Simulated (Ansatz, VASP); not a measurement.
**SiC in VASP and in Ansatz**

Contents of INCAR:

```
SYSTEM = SiC
  ALGO = Normal
  EDIFF = 1E-6
  ENCUT = 520
  GGA = PS
  ISIF = 2
  ISMEAR = 0
  LASPH = .TRUE.
  LCHARG = .FALSE.
  LREAL = .FALSE.
  LWAVE = .FALSE.
  NBANDS = 11
  NELM = 100
  PREC = Accurate
  SIGMA = 0.01
```

KPOINTS

```
k-points
0
G
  10 10 10
  0 0 0
```

Contents of POSCAR:

```
SiC
1.0
   -0.0102383534      2.1669114121      2.1865831700
    2.1669114121     -0.0102383534      2.1865831700
    2.1566730586      2.1566730586      0.0000000000
Si C
1 1
Direct
   -0.0004825142     -0.0004825142      0.0004825142
    0.2504825142      0.2504825142      0.2495174858
```

Input for Ansatz:

```yaml
crystal:
  lattice:
    - [-0.0102383534, 2.1669114121, 2.18658317]
    - [2.1669114121, -0.0102383534, 2.18658317]
    - [2.1566730586, 2.1566730586, 0.0]
  atoms:
    - { symbol: Si, position: [-0.0004825142, -0.0004825142, 0.0004825142] }
    - { symbol: C, position: [0.2504825142, 0.2504825142, 0.2495174858] }
basis:
  ecutwfc: 420
kpoints:
  mp_grid: { grid: [10, 10, 10] }
  band_path:
    path:
      - [0.0, 0.0, 0.0]
      - [0.0, 0.0, 0.0]
      - [0.0, 0.0, 0.0]
      - [0.0, 0.0, 0.0]
      - [0.0, 0.0, 0.0]
      - [0.0, 0.0, 0.0]
      - [0.0, 0.0, 0.0]
      - [0.0, 0.0, 0.0]
      - [0.0, 0.0, 0.0]
      - [0.0, 0.0, 0.0]
      - [0.0, 0.0, 0.0]
      - [0.0, 0.0, 0.0]
      - [0.0, 0.0, 0.0]
      - [0.0, 0.0, 0.0]
      - [0.0, 0.0, 0.0]
      - [0.0, 0.0, 0.0]
      - [0.0, 0.0, 0.0]
      - [0.0, 0.0, 0.0]
      - [0.0, 0.0, 0.0]
      - [0.0, 0.0, 0.0]
      - [0.0, 0.0, 0.0]
      - [0.0, 0.0, 0.0]
      - [0.0, 0.0, 0.0]
      - [0.0, 0.0, 0.0]
      - [0.0, 0.0, 0.0]
      - [0.0, 0.0, 0.0]
      - [0.3, 0.3, 0.0]
      - [0.3166666667, 0.3166666667, 0.0]
      - [0.3333333333, 0.3333333333, 0.0]
      - [0.35, 0.35, 0.0]
      - [0.3666666667, 0.3666666667, 0.0]
      - [0.3833333333, 0.3833333333, 0.0]
      - [0.4, 0.4, 0.0]
      - [0.4166666667, 0.4166666667, 0.0]
      - [0.4333333333, 0.4333333333, 0.0]
      - [0.45, 0.45, 0.0]
      - [0.4666666667, 0.4666666667, 0.0]
      - [0.4833333333, 0.4833333333, 0.0]
      - [0.5, 0.5, 0.0]
      - [0.0, 0.3, 0.3]
      - [0.0, 0.3166666667, 0.3166666667]
      - [0.0, 0.3333333333, 0.3333333333]
      - [0.0, 0.35, 0.35]
      - [0.0, 0.3666666667, 0.3666666667]
      - [0.0, 0.3833333333, 0.3833333333]
      - [0.0, 0.4, 0.4]
      - [0.0, 0.4166666667, 0.4166666667]
      - [0.0, 0.4333333333, 0.4333333333]
      - [0.0, 0.45, 0.45]
      - [0.0, 0.4666666667, 0.4666666667]
      - [0.0, 0.4833333333, 0.4833333333]
      - [0.0, 0.5, 0.5]
      - [0.5, 0.5, 0.5]
      - [0.5, 0.5, 0.5]
      - [0.5, 0.5, 0.5]
      - [0.5, 0.5, 0.5]
      - [0.5, 0.5, 0.5]
      - [0.5, 0.5, 0.5]
      - [0.5, 0.5, 0.5]
      - [0.5, 0.5, 0.5]
      - [0.5, 0.5, 0.5]
      - [0.5, 0.5, 0.5]
      - [0.5, 0.5, 0.5]
      - [0.5, 0.5, 0.5]
      - [0.5, 0.5, 0.5]
      - [0.0, 0.0, 0.5]
      - [0.0, 0.0, 0.5]
      - [0.0, 0.0, 0.5]
      - [0.0, 0.0, 0.5]
      - [0.0, 0.0, 0.5]
      - [0.0, 0.0, 0.5]
      - [0.0, 0.0, 0.5]
      - [0.0, 0.0, 0.5]
      - [0.0, 0.0, 0.5]
      - [0.0, 0.0, 0.5]
      - [0.0, 0.0, 0.5]
      - [0.0, 0.0, 0.5]
      - [0.0, 0.0, 0.5]
    npoints: 1
hamiltonian:
  xc: pbesol
  pseudopotentials: { kind: paw, azcp: { folder: soft_1 } }
scf:
  occupations: { method: fixed }
  n_extra_bands: 5
output:
  eigenvalues: true
```

Alike in both runs: task single point; functional PBEsol; k mesh 10 × 10 × 10; no spin polarisation.

```csv
,VASP,Ansatz
version,VASP 6.6.1,Ansatz 0.2.0
potentials or method,"VASP PAW PBE potentials, release 64 (Si, C)","scalar-relativistic, plane waves, PAW"
plane-wave cutoff (eV),520,420
occupations,"gaussian, width 0.01 eV",fixed
valence electrons in the cell,8,8
```

VASP gave:

| Item | Value |
| --- | --- |
| gap on the k mesh at the Fermi level (eV) | 1.13 |
| least direct gap on the mesh (eV) | 4.35 |

Task: What did Ansatz give for the same quantities?

Result: gap on the k mesh at the Fermi level (eV): 1.14; least direct gap on the mesh (eV): 4.37.

Ansatz warned: «pseudo_functional_mismatch».

 A k mesh can miss the band edges.
